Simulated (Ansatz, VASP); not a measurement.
## One calculation of BP, two programs

Contents of INCAR:

```
SYSTEM = BP
ALGO = Normal
EDIFF = 1E-6
ENCUT = 520
GGA = PE
ISIF = 2
ISMEAR = 0
LASPH = .TRUE.
LCHARG = .TRUE.
LELF = .TRUE.
LREAL = .FALSE.
LVHAR = .TRUE.
LWAVE = .FALSE.
NBANDS = 11
NELM = 80
PREC = Accurate
SIGMA = 0.02
```

Contents of KPOINTS:

```
k-points
0
G
  10 10 10
  0 0 0
```

POSCAR

```
BP
1.0
    0.0000000000      2.1792834192      2.1792834192
    2.1792834192      0.0000000000      2.1792834192
    2.1792834192      2.1792834192      0.0000000000
B P
1 1
Direct
    0.0000000000      0.0000000000      0.0000000000
    0.2500000000      0.2500000000      0.2500000000
```

Input for Ansatz:

```yaml
crystal:
  lattice:
    - [0.0, 2.1792834192, 2.1792834192]
    - [2.1792834192, 0.0, 2.1792834192]
    - [2.1792834192, 2.1792834192, 0.0]
  atoms:
    - { symbol: B, position: [0.0, 0.0, 0.0] }
    - { symbol: P, position: [0.25, 0.25, 0.25] }
basis:
  ecutwfc: 420
kpoints:
  mp_grid: { grid: [10, 10, 10] }
hamiltonian:
  xc: pbe
scf:
  occupations: { method: gaussian, width: 0.02 }
output:
  forces: true
  stress: true
  eigenvalues: true
```

Alike in both runs: task single point; functional PBE; k mesh 10 × 10 × 10; occupations gaussian, width 0.02 eV; no spin polarisation.

|  | VASP | Ansatz |
| --- | --- | --- |
| version | VASP 6.6.1 | Ansatz 0.2.0 |
| potentials or method | VASP PAW PBE potentials, release 64 (B, P) | scalar-relativistic, plane waves, PAW |
| plane-wave cutoff (eV) | 520 | 420 |
| valence electrons in the cell | 8 | 8 |

```csv
,VASP,Ansatz,Ansatz less VASP
gap on the k mesh at the Fermi level (eV),1.07,1.07,+0.006
least direct gap on the mesh (eV),3.61,3.62,+0.005
pressure (GPa),26.0,26.4,+0.38
```

Caveats: so large a pressure means that the cell lies far from this level's equilibrium, or that cutoff or potentials fall short (VASP). PBE gaps usually lie below the measured ones, often by a third to a half. A k mesh can miss the band edges.
